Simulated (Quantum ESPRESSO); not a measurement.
# HfO2 (P2_1/c) in Quantum ESPRESSO: band structure with PBE

Aim: the band structure of HfO2 with PBE.

All numbers are computed with Quantum ESPRESSO 7.5; they aren't measurements. Logs are shortened: lines on timing, memory, paths and dates and some standing lists are left out, and cuts for length are marked.

**Experimental background.**

“Temperature dependence of self-trapped exciton luminescence in nanostructured hafnia powder”, 2021, arxiv:2112.02602 quotes, for a bulk crystal of HfO2: band gap 5.54 eV (indirect).

The runs below are set against these values where they give the same quantity.

### 1 The structure

Symmetry: P2_1/c, No. 14, monoclinic system. The conventional cell has a = 5.118 Å, b = 5.186 Å, c = 5.284 Å, α = 90.00°, β = 99.35°, γ = 90.00°. Around Hf (site symmetry 1) lie 7 O at 2.03 to 2.25 Å. O (site symmetry 1) is surrounded by 3 Hf at 2.03 to 2.12 Å. O (site symmetry 1) has 4 Hf at 2.14 to 2.25 Å as nearest neighbours.

### 2 Band structure, PBE

File pw.in:

```
&CONTROL
  calculation = 'scf'
  prefix = 'pwscf'
  outdir = './tmp'
  pseudo_dir = './pseudo'
  tprnfor = .true.
  tstress = .true.
  disk_io = 'low'
/
&SYSTEM
  ibrav = 0
  nat = 12
  ntyp = 2
  ecutwfc = 70
  nbnd = 96
  occupations = 'smearing'
  smearing = 'fd'
  degauss = 0.00367493
/
&ELECTRONS
  conv_thr = 2.4d-09
  electron_maxstep = 120
  mixing_beta = 0.5
/
ATOMIC_SPECIES
Hf   178.4900 Hf_ONCV_PBE-1.2.upf
O     15.9990 O_ONCV_PBE-1.2.upf
CELL_PARAMETERS bohr
   9.6716183058    0.0000000000    0.0000000000
   0.0000000000    9.7995527645    0.0000000000
  -1.6226380164    0.0000000000    9.8527809459
ATOMIC_POSITIONS bohr
Hf     1.5157031277    4.5107341375    6.9757689097
Hf     5.7219581536    9.4105105197    7.8034025092
Hf     6.5332771618    5.2888186270    2.8770120362
Hf     2.3270221359    0.3890422447    2.0493784368
O     -0.6562535302    1.6502446855    8.3423496269
O      7.8939148115    6.5500210678    6.4368217920
O      8.7052338196    8.1493080789    1.5104313190
O      0.1550654780    3.2495316967    3.4159591540
O      2.7493076140    7.2702881960    9.6567106051
O      4.4883536673    2.3705118137    5.1224608138
O      5.2996726755    2.5292645685    0.1960703408
O      3.5606266222    7.4290409507    4.7303201321
K_POINTS automatic
5 5 5 0 0 0
```

File bands.in:

```
&CONTROL
  calculation = 'bands'
  prefix = 'pwscf'
  outdir = './tmp'
  pseudo_dir = './pseudo'
  disk_io = 'low'
  verbosity = 'high'
/
&SYSTEM
  ibrav = 0
  nat = 12
  ntyp = 2
  ecutwfc = 70
  nbnd = 96
  occupations = 'smearing'
  smearing = 'fd'
  degauss = 0.00367493
/
&ELECTRONS
  conv_thr = 1d-08
  electron_maxstep = 120
  mixing_beta = 0.5
  diago_full_acc = .true.
/
ATOMIC_SPECIES
Hf   178.4900 Hf_ONCV_PBE-1.2.upf
O     15.9990 O_ONCV_PBE-1.2.upf
CELL_PARAMETERS bohr
   9.6716183058    0.0000000000    0.0000000000
   0.0000000000    9.7995527645    0.0000000000
  -1.6226380164    0.0000000000    9.8527809459
ATOMIC_POSITIONS bohr
Hf     1.5157031277    4.5107341375    6.9757689097
Hf     5.7219581536    9.4105105197    7.8034025092
Hf     6.5332771618    5.2888186270    2.8770120362
Hf     2.3270221359    0.3890422447    2.0493784368
O     -0.6562535302    1.6502446855    8.3423496269
O      7.8939148115    6.5500210678    6.4368217920
O      8.7052338196    8.1493080789    1.5104313190
O      0.1550654780    3.2495316967    3.4159591540
O      2.7493076140    7.2702881960    9.6567106051
O      4.4883536673    2.3705118137    5.1224608138
O      5.2996726755    2.5292645685    0.1960703408
O      3.5606266222    7.4290409507    4.7303201321
K_POINTS crystal
60
 0.0000000000  0.0000000000  0.0000000000 1
 0.0000000000  0.0000000000  0.0833333333 1
 0.0000000000  0.0000000000  0.1666666667 1
 0.0000000000  0.0000000000  0.2500000000 1
 0.0000000000  0.0000000000  0.3333333333 1
 0.0000000000  0.0000000000  0.4166666667 1
 0.0000000000  0.0000000000  0.5000000000 1
-0.0865462035  0.0000000000  0.5145201305 1
-0.1730924069  0.0000000000  0.5290402610 1
-0.2596386104  0.0000000000  0.5435603915 1
-0.3461848138  0.0000000000  0.5580805220 1
-0.4327310173  0.0000000000  0.5726006525 1
-0.5000000000  0.0000000000  0.5000000000 1
-0.5000000000  0.0833333333  0.5000000000 1
-0.5000000000  0.1666666667  0.5000000000 1
-0.5000000000  0.2500000000  0.5000000000 1
-0.5000000000  0.3333333333  0.5000000000 1
-0.5000000000  0.4166666667  0.5000000000 1
-0.5000000000  0.5000000000  0.5000000000 1
-0.5672689827  0.5000000000  0.4273993475 1
-0.5538151862  0.5000000000  0.3419194780 1
-0.5403613896  0.5000000000  0.2564396085 1
-0.5269075931  0.5000000000  0.1709597390 1
-0.5134537965  0.5000000000  0.0854798695 1
-0.5000000000  0.5000000000  0.0000000000 1
-0.5000000000  0.4285714286  0.0000000000 1
-0.5000000000  0.3571428571  0.0000000000 1
-0.5000000000  0.2857142857  0.0000000000 1
-0.5000000000  0.2142857143  0.0000000000 1
-0.5000000000  0.1428571429  0.0000000000 1
-0.5000000000  0.0714285714  0.0000000000 1
-0.5000000000  0.0000000000  0.0000000000 1
-0.5112114971  0.0000000000  0.0712332246 1
-0.5224229942  0.0000000000  0.1424664492 1
-0.5336344914  0.0000000000  0.2136996738 1
-0.5448459885  0.0000000000  0.2849328984 1
-0.5560574856  0.0000000000  0.3561661229 1
-0.5672689827  0.0000000000  0.4273993475 1
-0.4327310173  0.5000000000  0.5726006525 1
-0.3606091810  0.5000000000  0.5605005437 1
-0.2884873448  0.5000000000  0.5484004350 1
-0.2163655086  0.5000000000  0.5363003262 1
-0.1442436724  0.5000000000  0.5242002175 1
-0.0721218362  0.5000000000  0.5121001087 1
 0.0000000000  0.5000000000  0.5000000000 1
 0.0000000000  0.5000000000  0.4285714286 1
 0.0000000000  0.5000000000  0.3571428571 1
 0.0000000000  0.5000000000  0.2857142857 1
 0.0000000000  0.5000000000  0.2142857143 1
 0.0000000000  0.5000000000  0.1428571429 1
 0.0000000000  0.5000000000  0.0714285714 1
 0.0000000000  0.5000000000  0.0000000000 1
 0.0000000000  0.0000000000  0.5000000000 1
 0.0000000000  0.0714285714  0.5000000000 1
 0.0000000000  0.1428571429  0.5000000000 1
 0.0000000000  0.2142857143  0.5000000000 1
 0.0000000000  0.2857142857  0.5000000000 1
 0.0000000000  0.3571428571  0.5000000000 1
 0.0000000000  0.4285714286  0.5000000000 1
 0.0000000000  0.5000000000  0.5000000000 1
```

Potentials or basis: SG15 PBE 1.2.

Launch:

```
OMP_NUM_THREADS=1 mpirun -n 2 pw.x -nk 2 -in pw.in > pw.out
OMP_NUM_THREADS=1 mpirun -n 2 pw.x -nk 2 -in bands.in > bands.out
```

pw.out:

```text
This program is part of the open-source Quantum ESPRESSO suite
     for quantum simulation of materials; please cite
[... 6 lines left out ...]
     using ibrav=0 with symmetry is DISCOURAGED, use correct ibrav instead

     K-points division:     npool     =       2
     Subspace diagonalization in iterative solution of the eigenvalue problem:
     a serial algorithm will be used

     G-vector sticks info
     --------------------
     sticks:   dense  smooth     PW     G-vecs:    dense   smooth      PW
     Sum        2115    2115    593                73909    73909   10905

     Using Slab Decomposition

     bravais-lattice index     =            0
     lattice parameter (alat)  =       9.6716  a.u.
     unit-cell volume          =     933.8223 (a.u.)^3
     number of atoms/cell      =           12
     number of atomic types    =            2
     number of electrons       =       152.00
     number of Kohn-Sham states=           96
     kinetic-energy cutoff     =      70.0000  Ry
     charge density cutoff     =     280.0000  Ry
     scf convergence threshold =      2.4E-09
     mixing beta               =       0.5000
     number of iterations used =            8  plain     mixing
     Exchange-correlation= PBE
                           (   1   4   3   4   0   0   0)

     celldm(1)=   9.671618  celldm(2)=   0.000000  celldm(3)=   0.000000
     celldm(4)=   0.000000  celldm(5)=   0.000000  celldm(6)=   0.000000

     crystal axes: (cart. coord. in units of alat)
               a(1) = (   1.000000   0.000000   0.000000 )
               a(2) = (   0.000000   1.013228   0.000000 )
               a(3) = (  -0.167773   0.000000   1.018731 )

     reciprocal axes: (cart. coord. in units 2 pi/alat)
               b(1) = (  1.000000 -0.000000  0.164688 )
               b(2) = (  0.000000  0.986945 -0.000000 )
               b(3) = (  0.000000  0.000000  0.981613 )

     PseudoPot. # 1 for Hf read from file:
     Hf_ONCV_PBE-1.2.upf
     Pseudo is Norm-conserving, Zval = 26.0
     Generated using ONCVPSP code by D. R. Hamann
     Using radial grid of  602 points,  8 beta functions with:
                l(1) =   0
                l(2) =   0
                l(3) =   1
                l(4) =   1
                l(5) =   2
                l(6) =   2
                l(7) =   3
                l(8) =   3
[... 27 lines left out ...]
         8        O      tau(   8) = (   0.0160330   0.3359863   0.3531942  )
         9        O      tau(   9) = (   0.2842655   0.7517137   0.9984586  )
        10        O      tau(  10) = (   0.4640747   0.2450998   0.5296384  )
        11        O      tau(  11) = (   0.5479613   0.2615141   0.0202728  )
        12        O      tau(  12) = (   0.3681521   0.7681280   0.4890929  )

     number of k points=    39  Fermi-Dirac smearing, width (Ry)=  0.0037
                       cart. coord. in units 2pi/alat
        k(    1) = (   0.0000000   0.0000000   0.0000000), wk =   0.0160000
        k(    2) = (   0.0000000   0.0000000   0.1963226), wk =   0.0320000
        k(    3) = (   0.0000000   0.0000000   0.3926452), wk =   0.0320000
        k(    4) = (   0.0000000   0.1973890   0.0000000), wk =   0.0320000
        k(    5) = (   0.0000000   0.1973890   0.1963226), wk =   0.0640000
        k(    6) = (   0.0000000   0.1973890   0.3926452), wk =   0.0640000
[... 31 lines left out ...]
        k(   38) = (   0.4000000   0.3947779  -0.3267699), wk =   0.0640000
        k(   39) = (   0.4000000   0.3947779  -0.1304473), wk =   0.0640000

     Dense  grid:    73909 G-vectors     FFT dimensions: (  54,  54,  54)

     Initial potential from superposition of free atoms

     starting charge     151.5063, renormalised to     152.0000
     Starting wfcs are random

     Self-consistent Calculation

     iteration #  1     ecut=    70.00 Ry     beta= 0.50
     Davidson diagonalization with overlap
     ethr =  1.00E-02,  avg # of iterations = 13.4

     total energy              =   -2045.77349059 Ry
     estimated scf accuracy    <       4.15634031 Ry
[... 85 lines left out ...]
     iteration # 14     ecut=    70.00 Ry     beta= 0.50
     Davidson diagonalization with overlap
     ethr =  3.83E-12,  avg # of iterations =  1.5

     End of self-consistent calculation

          k = 0.0000 0.0000 0.0000 (  9201 PWs)   bands (ev):

   -43.5624 -43.5430 -43.5395 -43.5389 -12.6379 -12.6135 -12.5814 -12.3982
   -12.3303 -12.2835 -12.2704 -12.2295 -12.1983 -12.1958 -12.1380 -12.0867
    -1.2393   0.0967   0.2588   0.2593   0.7344   0.7531   0.8536   0.9770
     6.5000   6.5145   6.5146   6.5183   6.5374   6.5429   6.5493   6.5516
     6.5613   6.5632   6.5689   6.5696   6.5779   6.5897   6.5898   6.6008
     6.6121   6.6186   6.6202   6.6251   6.6327   6.6396   6.6456   6.6459
     6.6590   6.6776   6.6817   6.7473  11.3496  11.4416  11.9795  12.1753
    12.2818  12.6191  13.4433  13.7255  13.8582  14.0324  14.1188  14.2293
    14.8214  14.9194  14.9873  14.9931  15.2207  15.6814  15.7561  15.7971
    16.2894  16.3041  16.6401  16.7821  21.3380  21.8969  22.0736  22.2904
    22.4628  22.7076  23.0424  23.1389  23.3819  23.4909  24.1266  24.1525
    24.3607  24.7777  25.3098  25.6966  25.8606  26.2042  27.0412  27.1956
[... 558 lines left out ...]
   -43.5523 -43.5491 -43.5419 -43.5406 -12.6040 -12.5775 -12.5308 -12.4921
   -12.3658 -12.3060 -12.2486 -12.2190 -12.1934 -12.1837 -12.1454 -12.1269
    -0.4812  -0.2016   0.1603   0.2013   0.5847   0.6551   0.8467   0.8602
     6.5040   6.5078   6.5171   6.5182   6.5392   6.5400   6.5521   6.5537
     6.5644   6.5654   6.5697   6.5714   6.5862   6.5885   6.5902   6.5989
     6.6000   6.6035   6.6179   6.6198   6.6301   6.6323   6.6447   6.6495
     6.6649   6.6683   6.6949   6.7150  12.0411  12.2649  12.4256  12.6045
    12.7280  12.8137  12.9717  13.1014  13.6058  13.9593  14.1246  14.3526
    14.4740  14.5710  14.9635  15.1761  15.2293  15.5101  15.5947  15.6203
    15.8504  15.9090  16.0134  16.1707  21.4692  21.6042  22.0120  22.2452
    22.6306  22.6890  22.9992  23.1568  23.3411  23.6482  24.2097  24.4645
    24.8445  24.9772  25.5311  26.0371  26.2910  26.6954  26.8280  27.2951

     the Fermi energy is    19.0618 ev

!    total energy              =   -2047.22102079 Ry
     estimated scf accuracy    <          1.4E-09 Ry
     smearing contrib. (-TS)   =       0.00000000 Ry
     internal energy E=F+TS    =   -2047.22102079 Ry

     The total energy is F=E-TS. E is the sum of the following terms:
     one-electron contribution =    -766.56284804 Ry
     hartree contribution      =     535.85396873 Ry
     xc contribution           =    -210.90766003 Ry
     ewald contribution        =   -1605.60448145 Ry

     convergence has been achieved in  14 iterations

     Forces acting on atoms (cartesian axes, Ry/au):

     atom    1 type  1   force =     0.00933367    0.00048926    0.00383755
     atom    2 type  1   force =    -0.00933367    0.00048926   -0.00383755
     atom    3 type  1   force =    -0.00933367   -0.00048926   -0.00383755
     atom    4 type  1   force =     0.00933367   -0.00048926    0.00383755
     atom    5 type  2   force =    -0.01614685   -0.00639907   -0.00812877
     atom    6 type  2   force =     0.01614685   -0.00639907    0.00812877
     atom    7 type  2   force =     0.01614685    0.00639907    0.00812877
     atom    8 type  2   force =    -0.01614685    0.00639907   -0.00812877
     atom    9 type  2   force =    -0.00398673    0.00192576   -0.00356309
     atom   10 type  2   force =     0.00398673    0.00192576    0.00356309
     atom   11 type  2   force =     0.00398673   -0.00192576    0.00356309
     atom   12 type  2   force =    -0.00398673   -0.00192576   -0.00356309

     Total force =     0.044816     Total SCF correction =     0.000143

     Computing stress (Cartesian axis) and pressure

          total   stress  (Ry/bohr**3)                   (kbar)     P=       14.62
   0.00009872   0.00000000   0.00002867           14.52        0.00        4.22
   0.00000000   0.00005151   0.00000000            0.00        7.58        0.00
   0.00002867   0.00000000   0.00014788            4.22        0.00       21.75

=------------------------------------------------------------------------------=
   JOB DONE.
=------------------------------------------------------------------------------=
```

Wall time 16 min (2 MPI ranks of Intel Xeon Platinum 8488C (Sapphire Rapids), shared host); peak memory 1 GiB.

What came out:

| Quantity | Value |
| --- | --- |
| Free energy | -27853.8610 eV |
| Largest force | 0.493 eV/Å |
| Band gap on the k mesh | 4.18 eV, indirect (least direct gap 4.24 eV) |
| Band gap along the path | 4.13 eV, indirect (least direct gap 4.20 eV) |

Forces in eV/Å, atoms in the order of the input:
```
Hf   0.240  0.013  0.099
Hf  -0.240  0.013 -0.099
Hf  -0.240 -0.013 -0.099
Hf   0.240 -0.013  0.099
O   -0.415 -0.165 -0.209
O    0.415 -0.165  0.209
O    0.415  0.165  0.209
O   -0.415  0.165 -0.209
O   -0.103  0.050 -0.092
O    0.103  0.050  0.092
O    0.103 -0.050  0.092
O   -0.103 -0.050 -0.092
```

Levels at the corners of the path, in eV from the valence-band top:
| point | band 73 | band 74 | band 75 | band 76 | band 77 | band 78 | band 79 | band 80 |
| --- | --- | --- | --- | --- | --- | --- | --- | --- |
| Γ | -0.49 | -0.48 | -0.14 | 0.00 | 4.56 | 5.11 | 5.29 | 5.51 |
| Y | -0.78 | -0.78 | -0.47 | -0.47 | 4.80 | 4.80 | 5.24 | 5.24 |
| H | -1.03 | -0.72 | -0.63 | -0.34 | 4.35 | 4.56 | 5.46 | 5.59 |
| C | -0.92 | -0.92 | -0.49 | -0.49 | 4.44 | 4.44 | 5.56 | 5.56 |
| E | -1.00 | -1.00 | -0.71 | -0.71 | 4.61 | 4.61 | 5.32 | 5.32 |
| M1 | -0.99 | -0.99 | -0.68 | -0.68 | 4.63 | 4.63 | 5.35 | 5.35 |
| A | -0.85 | -0.85 | -0.56 | -0.56 | 4.84 | 4.84 | 5.29 | 5.29 |
| X | -0.65 | -0.54 | -0.47 | -0.09 | 4.13 | 5.17 | 5.26 | 5.29 |
| H1 | -1.03 | -0.72 | -0.63 | -0.34 | 4.35 | 4.56 | 5.46 | 5.59 |
| M | -0.99 | -0.99 | -0.68 | -0.68 | 4.63 | 4.63 | 5.35 | 5.35 |
| D | -0.89 | -0.89 | -0.59 | -0.59 | 4.99 | 4.99 | 5.14 | 5.14 |
| Z | -0.78 | -0.78 | -0.41 | -0.41 | 5.11 | 5.11 | 5.59 | 5.59 |
| Y | -0.78 | -0.78 | -0.47 | -0.47 | 4.80 | 4.80 | 5.24 | 5.24 |
| D | -0.89 | -0.89 | -0.59 | -0.59 | 4.99 | 4.99 | 5.14 | 5.14 |

Caveat: the cutoff is too short for stress, so the log's stress isn't used; spin-orbit coupling is left out, which moves the levels of the heavy elements.

### 3 Against experiment

Step 2. Against the measured gap of HfO2, 5.54 eV (indirect; quoted in “Temperature dependence of self-trapped exciton luminescence in nanostructured hafnia powder”, 2021, arxiv:2112.02602), the calculated 4.13 eV is off by -1.41 eV. Spin-orbit coupling on Hf is left out. The value is that of PBE, without temperature or zero-point motion. Semilocal functionals fall short of measured gaps as a rule.
